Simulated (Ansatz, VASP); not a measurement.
**One calculation of Au, two programs**

The input INCAR:

```
PREC     = Accurate       # precision mode
ENCUT    = 520            # plane-wave cutoff, eV
EDIFF    = 1E-6           # SCF threshold, eV
ISMEAR   = -1             # smearing method
SIGMA    = 0.05           # smearing width, eV
LREAL    = False          # projectors in reciprocal space
LASPH    = True           # aspherical terms in the spheres
NELM     = 60             # most SCF steps
ALGO     = Normal         # electronic algorithm
ISIF     = 2              # what is computed and relaxed
LWAVE    = False          # write WAVECAR
LCHARG   = False          # write CHGCAR
GGA      = PE             # functional
NBANDS   = 18             # bands
```

The input KPOINTS:

```
regular mesh
0
Gamma
  12 12 12
```

POSCAR

```
Au
1.0
    0.0000000000      2.7097401337      2.7097401337
    2.7097401337      0.0000000000      2.7097401337
    2.7097401337      2.7097401337      0.0000000000
Au
2
Direct
   -0.1250000000     -0.1250000000     -0.1250000000
    0.1250000000      0.1250000000      0.1250000000
```

Input for Ansatz:

```yaml
crystal:
  lattice:
    - [0.0, 2.7097401337, 2.7097401337]
    - [2.7097401337, 0.0, 2.7097401337]
    - [2.7097401337, 2.7097401337, 0.0]
  atoms:
    - { symbol: Au, position: [-0.125, -0.125, -0.125] }
    - { symbol: Au, position: [0.125, 0.125, 0.125] }
kpoints:
  mp_grid: { grid: [12, 12, 12] }
scf:
  occupations: { method: fermi_dirac, width: 0.05 }
hamiltonian:
  xc: pbe
  pseudopotentials: { kind: paw }
output:
  forces: true
  stress: true
  eigenvalues: true
  populations: true
```

Change from the starting cell: volume scaled by 0.68, PAW files.

Alike in both runs: task single point; functional PBE; k mesh 12 × 12 × 12; occupations fermi-dirac, width 0.05 eV; no spin polarisation.

|  | VASP | Ansatz |
| --- | --- | --- |
| version | VASP 6.6.1 | Ansatz 0.2.0 |
| potentials or method | VASP PAW PBE potentials, release 64 (Au) | PAW with Ansatz's default frozen-core files, scalar-relativistic |
| plane-wave cutoff (eV) | 520 | 420 |
| valence electrons in the cell | 22 | 38 |

Ansatz gave:

- pressure (GPa): 61.1

**Question.** What did VASP give for the same quantities?

**Answer.** Pressure (GPa): 60.5.

With one functional, cell and mesh, what is left measures potentials, basis and numerics. The two sets of potentials don't hold the same shells in valence.

Caveats: the cell as given lies far from equilibrium; so large a pressure means that the cell lies far from this level's equilibrium, or that cutoff or potentials fall short (VASP). The runs have no spin-orbit coupling, so splittings on Au are missing.
